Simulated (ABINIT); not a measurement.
Runs of ABINIT 10.8.3 (patched build) on CdS (Greenockite). Symmetry: P6_3mc, No. 186, hexagonal system. The conventional cell has a = 4.150 Å, b = 4.150 Å, c = 6.737 Å, α = 90.00°, β = 90.00°, γ = 120.00°. Cd (site symmetry 3m) has 4 S at 2.53 to 2.54 Å as nearest neighbours. S (site symmetry 3m) has 4 Cd at 2.53 to 2.54 Å as nearest neighbours. 

| task | level | potentials or basis | k mesh | gap on the mesh (eV) | largest force (eV/Å) |
| --- | --- | --- | --- | --- | --- |
| single point | PBEsol | JTH PAW PBE v2.0 | 9 × 9 × 5 | 1.04 | 0.07 |
| single point | PBE | JTH PAW PBE v2.0 | 6 × 6 × 3 | (a) | 0.07 |
| band structure | HCTH407 | JTH PAW PBE v2.0 | 7 × 7 × 4 | 1.67 | 0.06 |
| single point | LDA | JTH PAW LDA v2.0 | 6 × 6 × 3 | 0.89 | 0.06 |
| band structure | LDA-Teter | JTH PAW LDA v2.0 | 7 × 7 × 4 | 0.89 | 0.06 |

Alike in all rows: no spin polarisation; cell as given; cutoff (eV) 544; smearing fermi-dirac 0.05 eV.

Estimate the missing entries.

(a) 1.18.

Caveats: an odd mesh through Γ misses points on the zone boundary, where band edges often lie; the PAW data sets were made with another functional, which shifts forces and pressure a little (some runs).

A k mesh can miss the band edges, and the runs leave out spin-orbit coupling on Cd.

Not every run made on this cell is shown here.
